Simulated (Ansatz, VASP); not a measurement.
Two plane-wave programs on Al

File INCAR:

```
ALGO = Normal
EDIFF = 1E-6
ENCUT = 520
GGA = PE
ISIF = 2
ISMEAR = 0
LASPH = True
LCHARG = False
LREAL = False
LWAVE = False
NBANDS = 8
NELM = 100
PREC = Accurate
SIGMA = 0.1
```

Contents of KPOINTS:

```
k-points
0
Gamma
  8 8 8
```

The input POSCAR:

```
Al
1.0
    0.0000000000      2.0194648500      2.0194648500
    2.0194648500      0.0000000000      2.0194648500
    2.0194648500      2.0194648500      0.0000000000
Al
1
Direct
    0.0000000000      0.0000000000      0.0000000000
```

Input for Ansatz:

```yaml
crystal:
  lattice:
    - [0.0, 2.01946485, 2.01946485]
    - [2.01946485, 0.0, 2.01946485]
    - [2.01946485, 2.01946485, 0.0]
  atoms:
    - { symbol: Al, position: [0.0, 0.0, 0.0] }
basis:
  ecutwfc: 420
kpoints:
  mp_grid: { grid: [8, 8, 8] }
hamiltonian:
  xc: pbe
scf:
  occupations: { method: gaussian, width: 0.1 }
output:
  forces: true
  stress: true
  eigenvalues: true
```

Alike in both runs: task single point; functional PBE; k mesh 8 × 8 × 8; occupations gaussian, width 0.1 eV; no spin polarisation.

|  | VASP | Ansatz |
| --- | --- | --- |
| version | VASP 6.6.1 | Ansatz 0.2.0 |
| potentials or method | VASP PAW PBE potentials, release 64 (Al) | scalar-relativistic, plane waves, PAW |
| plane-wave cutoff (eV) | 520 | 420 |
| valence electrons in the cell | 3 | 3 |

|  | VASP | Ansatz | Ansatz less VASP |
| --- | --- | --- | --- |
| gap on the k mesh at the Fermi level (eV) | none | none | - |
| pressure (GPa) | 0.2 | 0.2 | +0.04 |

A gap of «none» marks a metal or a gap that the smearing closes.
